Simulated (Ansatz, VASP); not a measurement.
## One calculation of Pt, two programs

File INCAR:

```
PREC     = Accurate       # precision mode
ENCUT    = 520            # plane-wave cutoff, eV
EDIFF    = 1E-6           # SCF threshold, eV
ISMEAR   = -1             # smearing method
SIGMA    = 0.1            # smearing width, eV
LREAL    = False          # projectors in reciprocal space
LASPH    = True           # aspherical terms in the spheres
NELM     = 60             # most SCF steps
ALGO     = Fast           # electronic algorithm
ISIF     = 2              # what is computed and relaxed
LWAVE    = False          # write WAVECAR
LCHARG   = False          # write CHGCAR
NBANDS   = 28             # bands
```

KPOINTS

```
regular mesh
0
Gamma
  17 17 5
```

POSCAR

```
Pt
1.0
    2.7735722152      0.0000000000      0.0000000000
   -1.3867861076      2.4019839976      0.0000000000
    0.0000000000      0.0000000000      9.2517938138
Pt
4
Direct
    0.0000000000      0.0000000000      0.0000000000
    0.0000000000      0.0000000000      0.5000000000
    0.3333333333      0.6666666667      0.2500000000
    0.6666666667      0.3333333333      0.7500000000
```

Input for Ansatz:

```yaml
crystal:
  lattice:
    - [2.7735722152, 0.0, 0.0]
    - [-1.3867861076, 2.4019839976, 0.0]
    - [0.0, 0.0, 9.2517938138]
  atoms:
    - { symbol: Pt, position: [0.0, 0.0, 0.0] }
    - { symbol: Pt, position: [0.0, 0.0, 0.5] }
    - { symbol: Pt, position: [0.3333333333, 0.6666666667, 0.25] }
    - { symbol: Pt, position: [0.6666666667, 0.3333333333, 0.75] }
hamiltonian:
  xc: lda
  pseudopotentials:
    kind: paw
    azcp:
      Pt: "pseudopotentials/Pt.paw.azcp"
basis:
  ecutwfc: 420
  fft_grid_basis: typed
kpoints:
  mp_grid: { grid: [17, 17, 5], shift: [0, 0, 0] }
magnetization:
  spin_polarized: false
scf:
  occupations: { method: fermi_dirac, width: 0.1 }
output:
  stress: true
```

Alike in both runs: task single point; functional LDA; k mesh 17 × 17 × 5; occupations fermi-dirac, width 0.1 eV; no spin polarisation.

|  | VASP | Ansatz |
| --- | --- | --- |
| version | VASP 6.6.1 | Ansatz 0.2.0 |
| potentials or method | VASP PAW LDA potentials, release 64 (Pt) | plane waves (420 eV) with PAW, scalar-relativistic |
| plane-wave cutoff (eV) | 520 | 420 |
| valence electrons in the cell | 40 | 72 |

Ansatz gave:

```
pressure (GPa)                                  : -10.7
largest component of the traceless stress (GPa) : 0.41
```

Problem. Which values does VASP return?

Solution. Pressure (GPa): -10.1; largest component of the traceless stress (GPa): 0.28.

The two sets of potentials don't hold the same shells in valence. Ansatz warned: «pseudo_functional_mismatch».

The runs have no spin-orbit coupling, so splittings on Pt are missing.
